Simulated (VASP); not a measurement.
# NaF: single point with HSE06

The system is NaF.

```
Na F
1.0
     2.79349    0.00000    0.00000
     0.00000    2.79349    0.00000
     0.00000    0.00000    2.79349
Na F
1 1
Direct
  0.00000 0.00000 0.00000
  0.50000 0.50000 0.50000
```

The cell was built by a generator and needn't be a form met in nature.

* Program: VASP 6.6.1
* Task: single point
* Functional: HSE06
* Potentials or basis: VASP PAW PBE potentials, release 64 (Na_pv, F)
* Cutoff: 520 eV
* k mesh: 4 × 4 × 4
* Occupations: gaussian, width 0.01 eV
* Spin: no spin polarisation
* Dipole correction: no
* Exchange at q = 0: truncated
* Grid for exact exchange (PRECFOCK): Normal
* Screening parameter: 0.2079 1/A
* Further INCAR settings: ALGO = Normal; EDIFF = 1e-07; NBANDS = 14

```yaml
Pressure: 1.9 GPa
Band_gap_on_the_k_mesh: 8.30 eV, indirect (least direct gap 8.65 eV)
```

Levels at points of the mesh, in eV from the valence-band top:
| k point | band 5 | band 6 | band 7 | band 8 | band 9 | band 10 |
| --- | --- | --- | --- | --- | --- | --- |
| (0.00, 0.00, 0.00) | -0.35 | -0.35 | -0.35 | 8.30 | 18.09 | 18.09 |
| (0.50, 0.00, 0.00) | -2.75 | -0.22 | -0.22 | 13.18 | 14.30 | 22.39 |
| (0.50, 0.50, 0.00) | -1.99 | -1.99 | 0.00 | 14.25 | 17.82 | 17.82 |
| (0.50, 0.50, 0.50) | -1.75 | -1.75 | -1.75 | 16.74 | 16.74 | 16.74 |

Run time: 47 s on 1 thread of Intel(R) Xeon(R) Platinum 8559C (Emerald Rapids) (shared host), peak memory 0.23 GiB.

Caveat: the k mesh is coarse (spacing up to 0.56 Å⁻¹), so the values aren't converged, least of all with exact exchange; the PAW data sets were made with another functional, which shifts forces and pressure a little. A k mesh can miss the band edges.
